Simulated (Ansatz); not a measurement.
The same path of a periodic cell of 63 atoms, Si$_{62}$C (host Si, host structure diamond, dopant C, one Si atom removed), cell charge -1 was run twice with different band settings. Lost on the way: Si20–C42, Si36–C42, C42–Si43. Made: Si41–C42, C42–Si48, C42–Si60.

The calculation used DFT PBE-D3(BJ), scalar-relativistic, plane waves, PAW (Ansatz). Settings: PAW set soft_1, cutoff 420 eV, k mesh 1x1x1, fermi-dirac smearing 0.05 eV, spin collinear.

Relaxed end points:

```xyz
63
Lattice="10.8600 0.0000 0.0000 0.0000 10.8600 0.0000 0.0000 0.0000 10.8600" Properties=species:S:1:pos:R:3
Si 5.449 -0.058 -0.027
Si 6.805 1.357 1.356
Si 8.163 2.717 -0.002
Si 9.469 4.125 1.418
Si 8.151 -0.011 2.726
Si 9.505 1.378 4.060
Si 0.000 0.000 -0.022
Si 1.365 1.362 1.353
Si 2.723 2.709 0.004
Si 4.069 4.061 1.402
Si 5.415 5.414 0.034
Si 6.794 6.789 1.358
Si 8.144 8.138 -0.031
Si 9.506 9.516 1.337
Si 2.741 0.004 2.711
Si 4.132 1.313 4.099
Si 5.449 2.739 2.772
Si 6.768 4.195 4.195
Si 8.136 5.537 2.825
Si 9.381 7.080 4.201
Si 5.533 -0.095 5.436
Si 6.793 1.356 6.786
Si 8.143 2.747 5.438
Si 9.477 4.118 6.807
Si 8.136 -0.111 8.038
Si 9.469 1.298 9.450
Si -0.023 5.434 0.023
Si 1.385 6.798 1.356
Si 2.740 8.158 -0.019
Si 4.132 9.477 1.401
Si -0.001 2.736 2.715
Si 1.311 4.122 4.102
Si 2.725 5.433 2.755
Si 4.121 6.795 4.129
Si 5.533 8.139 2.808
Si 7.079 9.366 4.208
Si -0.008 0.011 5.421
Si 1.385 1.357 6.778
Si 2.739 2.732 5.417
Si 4.069 4.089 6.833
Si 5.457 5.597 5.684
C 8.538 8.530 5.045
Si 9.381 9.373 6.495
Si 2.729 -0.043 8.140
Si 4.070 1.313 9.512
Si 5.416 2.682 8.160
Si 6.758 4.057 9.519
Si 8.055 5.430 8.151
Si 9.480 6.769 9.460
Si -0.007 8.154 2.704
Si 1.347 9.532 4.043
Si -0.090 5.531 5.436
Si 1.359 6.792 6.782
Si 2.706 8.165 5.409
Si 4.126 9.439 6.780
Si -0.024 2.693 8.139
Si 1.304 4.043 9.532
Si 2.652 5.398 8.177
Si 4.072 6.741 9.484
Si 5.466 7.882 7.974
Si 6.770 9.377 9.379
Si -0.089 8.139 8.044
Si 1.312 9.474 9.452
```

```xyz
63
Lattice="10.8600 0.0000 0.0000 0.0000 10.8600 0.0000 0.0000 0.0000 10.8600" Properties=species:S:1:pos:R:3
Si 5.463 -0.050 -0.051
Si 6.780 1.351 1.364
Si 8.139 2.712 0.003
Si 9.498 4.115 1.359
Si 8.184 0.004 2.711
Si 9.525 1.401 4.050
Si 0.016 0.016 -0.047
Si 1.363 1.363 1.352
Si 2.715 2.715 0.000
Si 4.076 4.076 1.378
Si 5.419 5.419 0.007
Si 6.788 6.788 1.372
Si 8.144 8.144 -0.004
Si 9.525 9.525 1.314
Si 2.762 0.016 2.699
Si 4.115 1.356 4.077
Si 5.463 2.766 2.765
Si 6.796 4.173 4.172
Si 8.157 5.498 2.782
Si 9.444 6.979 4.131
Si 5.498 -0.067 5.418
Si 6.788 1.343 6.787
Si 8.144 2.719 5.431
Si 9.403 4.173 6.779
Si 8.157 -0.067 8.077
Si 9.498 1.356 9.460
Si -0.050 5.463 -0.051
Si 1.351 6.780 1.364
Si 2.712 8.139 0.003
Si 4.115 9.498 1.359
Si 0.016 2.762 2.699
Si 1.356 4.115 4.077
Si 2.766 5.463 2.765
Si 4.173 6.796 4.172
Si 5.498 8.157 2.782
Si 6.979 9.444 4.131
Si 0.004 0.004 5.391
Si 1.351 1.351 6.795
Si 2.712 2.712 5.436
Si 4.080 4.080 6.792
Si 5.563 5.563 5.720
C 6.406 6.406 7.169
Si 9.444 9.444 6.596
Si 2.766 -0.050 8.112
Si 4.076 1.337 9.499
Si 5.419 2.708 8.156
Si 6.783 4.080 9.495
Si 7.855 5.563 8.012
Si 9.403 6.796 9.402
Si 0.004 8.184 2.711
Si 1.401 9.525 4.050
Si -0.067 5.498 5.418
Si 1.343 6.788 6.787
Si 2.719 8.144 5.431
Si 4.173 9.403 6.779
Si -0.050 2.766 8.112
Si 1.337 4.076 9.499
Si 2.708 5.419 8.156
Si 4.080 6.783 9.495
Si 5.563 7.855 8.012
Si 6.796 9.403 9.402
Si -0.067 8.157 8.077
Si 1.356 9.498 9.460
```

Common settings: climbing image yes; spring 5.0 eV/Å²; force threshold 0.05 eV/Å; end points relaxed.

| run | movable images | optimiser | start path | iteration limit |
| --- | --- | --- | --- | --- |
| 1 | 5 | fire | IDPP | 23 |
| 2 | 2 | quadratic models (default) | default | 40 |

(1) What does each run give, and how far can it be trusted?

## Answers

(1) Run 1: not converged after 23 iterations, highest image 2.985 eV above the first end. The band didn't meet its force threshold, so its energies are provisional: the largest band force was still 1.08 eV/Å, and over the last iterations the top moved between 2.99 and 3.24 eV.
Run 2: converged after 24 iterations, highest image 2.532 eV above the first end. Neighbouring images differ by up to 2.5 eV, so the band resolves the path poorly. The order of the point at the top wasn't checked. So few images can step over the top or miss a turn of the path.
Limits of this set-up: coarse k mesh, a typed lattice constant that wasn't relaxed here, charged cell in a uniform background, uncorrected.
